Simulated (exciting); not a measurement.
The system is KCl (Sylvite).

```
K Cl
1.0
     0.00000    3.14647    3.14647
     3.14647    0.00000    3.14647
     3.14647    3.14647    0.00000
K Cl
1 1
Cartesian
  0.0000 0.0000 0.0000
  3.1465 3.1465 3.1465
```

Base run:

* Program: exciting (release sodium)
* Functional: RPBE
* Potentials or basis: all-electron LAPW+lo, shipped species files, valence relativity iora*
* rgkmax: 7.5
* k mesh: 7 × 7 × 7
* Occupations: gaussian, width 0.1 eV
* Spin: no spin polarisation

Its results: band gap on the k mesh 5.57 eV, direct.

**Question.** The run is repeated on the same cell with these changes: functional from RPBE to PBEsol. What comes out?

**Answer.** Band gap on the k mesh 5.04 eV, direct.

Caveats: an odd mesh through Γ misses points on the zone boundary, where band edges often lie.

Not every run made on this cell is shown here.
